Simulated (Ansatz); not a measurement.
Moving the functional in Bi2Te2Se

The cell as given:

```
Bi Te Se
1.0
     2.16097    1.24764   10.58557
    -2.16097    1.24764   10.58557
     0.00000   -2.49527   10.58557
Bi Te Se
2 2 1
Direct
  0.39172 0.39172 0.39172
  0.60828 0.60828 0.60828
  0.78040 0.78040 0.78040
  0.21960 0.21960 0.21960
  0.00000 0.00000 0.00000
```

The cell is a database's computed one, not the measured one.

Kept alike: task relaxation of cell and atoms; k mesh 7 × 7 × 7; occupations fermi-dirac, width 0.05 eV; no spin polarisation. Program: Ansatz, Ansatz PAW. Cutoffs run from 420 to 500 eV. The mesh is that of the run's cell of 5 atoms. No spin-orbit coupling.

| functional | volume (Å³/atom) |
| --- | --- |
| LDA | 30.768 |
| PBEsol | 31.669 |
| r2SCAN | 34.328 |

The relaxations keep at least the cell's symmetry (R-3m). Relaxations stop with a little pressure left, so the last digits of a volume or edge aren't settled. All rows use potentials made for PBE.

**Question.** What does the functional change here?

**Answer.** The volume runs from 30.768 (LDA) to 34.328 Å³/atom (r2SCAN).
